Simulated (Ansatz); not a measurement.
# What a trial cell of Cs relaxes into

Theory: DFT PBEsol, scalar-relativistic, plane waves, PAW (Ansatz 0.2.0). Cutoff 420 eV, Γ-centred k mesh, Gaussian smearing, no spin polarisation in the final step.

Cs was placed on the black phosphorus structure type (Cmce, No. 64), at a guessed volume.

```xyz
4
Lattice="3.1302 -9.9295 0.0000 3.1302 9.9295 0.0000 0.0000 0.0000 8.2840" Properties=species:S:1:pos:R:3 pbc="T T T"
Cs    3.1302    7.9833    7.5385
Cs    3.1302   -1.9462    4.8876
Cs    3.1302   -7.9833    0.7456
Cs    3.1302    1.9462    3.3965
```

Cell and atoms relax at zero pressure; the relaxation can't lower the symmetry of the start. After a coarse first stage the cell is made exact in the group found at 0.06 Å.

Energies count from the standard state of Cs at the same level.

Task: Which crystal results?

Result: It ends in Fmmm (No. 69). Conventional cell: a = 5.497 Å, b = 8.797 Å, c = 18.681 Å. Cs is coordinated by 9 Cs at 4.91–5.50 Å and 2 Cs at 6.24 Å.

Space group Fmmm (No. 69). a = 5.497 Å, b = 8.797 Å, c = 18.681 Å, α = 90.00°, β = 90.00°, γ = 90.00°
```csv
atom,site,symmetry,x,y,z
Cs,8i,mm2,0.5000,0.0000,0.3685
```

Task: What are its volume, energy, density and gap?

Result: The volume per atom is 112.92 Å³, the density is 1.95 g/cm³ and the energy over the standard structure is 0.03 eV/atom. The gap on the 10×10×6 mesh is 0 eV (a metal).

The final run used a 10×10×6 mesh on its 4-atom cell and 0.10 eV smearing. For metals, differences of a few meV/atom aren't resolved. Symmetry constrained the relaxation, so the result can be a saddle point. The steps took roughly 9 core-minutes in all.